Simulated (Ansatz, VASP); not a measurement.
Given: the input of a run of VASP 6.6.1 on Ni.

INCAR

```
PREC     = Accurate       # precision mode
ENCUT    = 600            # plane-wave cutoff, eV
EDIFF    = 1E-7           # SCF threshold, eV
ISMEAR   = -1             # smearing method
SIGMA    = 0.05           # smearing width, eV
LREAL    = F              # projectors in reciprocal space
LASPH    = T              # aspherical terms in the spheres
NELM     = 120            # most SCF steps
ALGO     = Normal         # electronic algorithm
ISIF     = 3              # what is computed and relaxed
LWAVE    = F              # write WAVECAR
LCHARG   = F              # write CHGCAR
ISPIN    = 2              # spin polarisation
MAGMOM   = 1              # initial moments
LORBIT   = 11             # projections on sites
LMAXMIX  = 4              # l up to which the mixer works
GGA      = RE             # functional
IVDW     = 12             # dispersion correction
IBRION   = 2              # ionic algorithm
NSW      = 60             # ionic steps
EDIFFG   = -0.01          # ionic threshold
```

File KPOINTS:

```
regular mesh
0
Gamma
  13 13 13
```

POSCAR

```
Ni
1.0
    0.0000000000      1.7375729330      1.7375729330
    1.7375729330      0.0000000000      1.7375729330
    1.7375729330      1.7375729330      0.0000000000
Ni
1
Direct
    0.0000000000      0.0000000000      0.0000000000
```

Potentials or basis: VASP PAW PBE potentials, release 64 (Ni).

Launch:

```bash
$ cat potpaw_PBE.64/Ni/POTCAR > POTCAR
$ mpirun -np 1 vasp_std > vasp.out
```

Question: Translate it to Ansatz 0.2.0. Potentials there: Ansatz PAW.

Answer: As run (the cutoff follows the program's own potentials):

File input.yaml:

```yaml
crystal:
  lattice:
    - [0.0, 1.737572933, 1.737572933]
    - [1.737572933, 0.0, 1.737572933]
    - [1.737572933, 1.737572933, 0.0]
  atoms:
    - { symbol: Ni, position: [0.0, 0.0, 0.0], spin: 1.0 }
hamiltonian:
  xc: revpbe
  pseudopotentials: { kind: paw }
  dispersion: d3bj
magnetization:
  spin_polarized: true
kpoints:
  mp_grid: { grid: [13, 13, 13] }
scf:
  occupations: { method: fermi_dirac, width: 0.05 }
output:
  forces: true
  stress: true
relax:
  f_tol: 0.01
  max_steps: 40
  cell: { stress_tol: 0.05 }
```

Potentials or basis: Ansatz PAW.

Launch:

```console
$ ansatz run input.yaml --threads 2 --pin off --max-ram 5632MiB --backend cpu --events-out ev --progress --plain --runs-dir out
```

Both were run:

|  | VASP | Ansatz | Ansatz less VASP |
| --- | --- | --- | --- |
| net moment per atom (μB) | 0.62 | 0.63 | +0.007 |
| size of the moment on the site where the two differ most (μB) | 0.63 | 0.67 | +0.037 |
| relaxed volume (Å³/atom) | 10.37 | 10.38 | +0.005 |
| relaxed cell length with the largest relative difference (Å) | 2.448 | 2.448 | +0.0004 |

Site moments also hang on the region over which each program counts them. The two sets of potentials don't hold the same shells in valence.

Caveats: the PAW data sets were made with another functional, which shifts forces and pressure a little (VASP); pairwise dispersion overbinds metals, which lowers pressure and volume (VASP); the plane-wave basis is chosen anew once the cell has moved, so the energies of steps on either side of that aren't comparable (Ansatz); the PAW data sets come from PBE, with cores solved anew for the run's functional, which leaves a small shift of forces and pressure (Ansatz).
